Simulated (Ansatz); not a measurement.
Relaxation of a periodic cell of 17 atoms, Si (host Si, host structure diamond, interstitial Si), to a largest force component of 0.03 eV/Å in at most 60 steps.

Computed with Ansatz, DFT PBEsol, scalar-relativistic, plane waves, PAW. Settings: PAW set soft_1, cutoff 420 eV, k mesh 2x2x2, fermi-dirac smearing 0.02 eV, no spin polarisation.

```xyz
17
Lattice="0.0000 5.4300 5.4300 5.4300 0.0000 5.4300 5.4300 5.4300 0.0000" Properties=species:S:1:pos:R:3
Si 0.000 0.000 0.000
Si 1.357 1.357 1.357
Si 2.715 2.715 0.000
Si 4.072 4.072 1.357
Si 2.715 0.000 2.715
Si 4.072 1.357 4.072
Si 5.430 2.715 2.715
Si 6.787 4.072 4.072
Si 0.000 2.715 2.715
Si 1.357 4.072 4.072
Si 2.715 5.430 2.715
Si 4.072 6.787 4.072
Si 2.715 2.715 5.430
Si 4.072 4.072 6.787
Si 5.430 5.430 5.430
Si 6.787 6.787 6.787
Si 2.033 4.810 6.027
```

Q: Where does it end, and by what steps?

A: The run converged. Limits of this set-up: coarse k mesh, PAW files made for another functional. After 12 steps the energy has fallen by 1.050 eV; Si12 moved furthest, 0.49 Å.

```json
{"step": "0", "energy less start (eV)": "0.0000", "largest force component (eV/Å)": "2.597", "accepted": "yes"}
{"step": "1", "energy less start (eV)": "-0.7267", "largest force component (eV/Å)": "1.159", "accepted": "yes"}
{"step": "2", "energy less start (eV)": "-0.9861", "largest force component (eV/Å)": "0.145", "accepted": "yes"}
{"step": "3", "energy less start (eV)": "-1.0056", "largest force component (eV/Å)": "0.129", "accepted": "yes"}
{"step": "4", "energy less start (eV)": "-1.0180", "largest force component (eV/Å)": "0.077", "accepted": "yes"}
{"step": "5", "energy less start (eV)": "-0.9999", "largest force component (eV/Å)": "0.244", "accepted": "no"}
{"step": "6", "energy less start (eV)": "-1.0313", "largest force component (eV/Å)": "0.087", "accepted": "yes"}
{"step": "7", "energy less start (eV)": "-1.0420", "largest force component (eV/Å)": "0.120", "accepted": "yes"}
{"step": "8", "energy less start (eV)": "-1.0343", "largest force component (eV/Å)": "0.196", "accepted": "no"}
{"step": "9", "energy less start (eV)": "-1.0305", "largest force component (eV/Å)": "0.457", "accepted": "no"}
{"step": "10", "energy less start (eV)": "-1.0493", "largest force component (eV/Å)": "0.044", "accepted": "yes"}
{"step": "11", "energy less start (eV)": "-1.0476", "largest force component (eV/Å)": "0.086", "accepted": "no"}
{"step": "12", "energy less start (eV)": "-1.0501", "largest force component (eV/Å)": "0.015", "accepted": "yes"}
```

```xyz
17
Lattice="0.0000 5.4300 5.4300 5.4300 0.0000 5.4300 5.4300 5.4300 0.0000" Properties=species:S:1:pos:R:3
Si -0.012 0.050 -0.052
Si 1.237 1.556 1.478
Si 2.652 2.788 0.058
Si 4.101 4.117 1.313
Si 2.763 0.050 2.721
Si 4.175 1.464 3.965
Si 5.524 2.812 2.616
Si 6.828 4.117 4.039
Si -0.262 2.458 2.971
Si 1.237 3.951 3.872
Si 2.653 5.371 2.642
Si 3.789 6.509 4.351
Si 2.762 2.706 5.379
Si 4.265 3.954 6.905
Si 5.498 5.370 5.488
Si 6.828 6.819 6.743
Si 2.294 5.018 5.840
```

Whether the end is a true minimum wasn't checked by a vibrational analysis.

Time of the run: 2.5 min on 1 thread of AMD EPYC 7571, with other jobs on the host, peak memory 0.56 GiB.
